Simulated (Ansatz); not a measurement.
Runs of Ansatz 0.2.0 on BeTe. The structure is cubic, space group F-43m (No. 216). Conventional cell: a = 5.540 Å, b = 5.540 Å, c = 5.540 Å, α = 90.00°, β = 90.00°, γ = 90.00°. Te (site symmetry -43m) is surrounded by 4 Be at 2.40 Å. Around Be (site symmetry -43m) lie 4 Te at 2.40 Å. 

```tsv
cell	gap on the mesh (eV)	pressure (GPa)
relaxed to 30 GPa	0.98	30.0
relaxed	1.79	0.0
relaxed to 10 GPa	(b)	10.0
relaxed to 5 GPa	(a)	5.0
relaxed to 2 GPa	1.72	2.0
```

Alike in all rows: task relaxation of cell and atoms; level LDA; potentials or basis all-electron LAPW, scalar-relativistic; no spin polarisation; k mesh 8 × 8 × 8; smearing fermi-dirac 0.05 eV; basis error allowed 0.001 eV/atom.

Fill in the values left out.

(a) 1.61; (b) 1.46.

Caveats: spin-orbit coupling is left out, which moves the levels of the heavy elements.

A k mesh can miss the band edges, and the runs leave out spin-orbit coupling on Te.
